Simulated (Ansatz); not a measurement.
**SiO2 (I4_1/amd) at 2 levels of theory**

One geometry, relaxed with PBE; plane waves with PAW potentials in Ansatz, scalar-relativistic. No spin polarisation. Gaps are the least over mesh and band path; pressure is positive in compression.

```xyz
6
Lattice="-1.7634 1.7634 4.2602 1.7634 -1.7634 4.2602 1.7634 1.7634 -4.2602" Properties=species:S:1:pos:R:3 pbc="T T T"
Si    0.0000    0.0000    0.0000
Si    0.0000    1.7634    2.1301
O     0.0000    0.0000    6.7497
O     0.0000    1.7634    3.9009
O     0.0000    1.7634    0.3593
O     0.0000    0.0000    1.7708
```

```
level  cutoff (eV)    k mesh  gap (eV)  pressure (GPa)
  PBE          420  10×10×10      5.79             0.0
```

Problem. What comes out on the same cell with r2SCAN?

Solution.
```tsv
level	cutoff (eV)	k mesh	gap (eV)	pressure (GPa)
r2SCAN	500	10×10×10	6.68	-8.7
```

Another cell of SiO2 relaxed alike, in P6_422, lies 230 meV/atom lower, so this cell isn't the stable form at this level.

It was reached by relaxing an invented guess, and it needn't be the stable form of this composition.
